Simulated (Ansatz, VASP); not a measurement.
# One calculation of ZnO (zincite), two programs

```
CELL_PARAMETERS angstrom
3.22750 0.00000 0.00000
-1.61375 2.79510 0.00000
0.00000 0.00000 5.17077
ATOMIC_POSITIONS crystal
Zn 0.66667 0.33333 0.00000
Zn 0.33333 0.66667 0.50000
O 0.33333 0.66667 0.87901
O 0.66667 0.33333 0.37901
```

Change from the starting cell: volume scaled by 0.98.

Alike in both runs: task single point; functional PBE; k mesh 9 × 9 × 5; occupations fermi-dirac, width 0.05 eV; no spin polarisation.

|  | VASP | Ansatz |
| --- | --- | --- |
| version | VASP 6.6.1 | Ansatz 0.2.0 |
| potentials or method | VASP PAW PBE potentials, release 64 (Zn, O), cutoff 520 eV | all-electron LAPW, scalar-relativistic |

```csv
,VASP,Ansatz,Ansatz less VASP
gap on the k mesh at the Fermi level (eV),0.82,0.85,+0.031
least direct gap on the mesh (eV),0.82,0.85,+0.031
pressure (GPa),9.2,8.0,-1.25
largest component of the traceless stress (GPa),1.24,1.20,-0.039
rms of the force components (eV/Å),0.047,0.044,-0.0026
```

Atom by atom the forces differ by 0.003 eV/Å (rms over components). Ansatz ran all-electron here, so the differences hold the error of VASP's frozen core and of both bases.
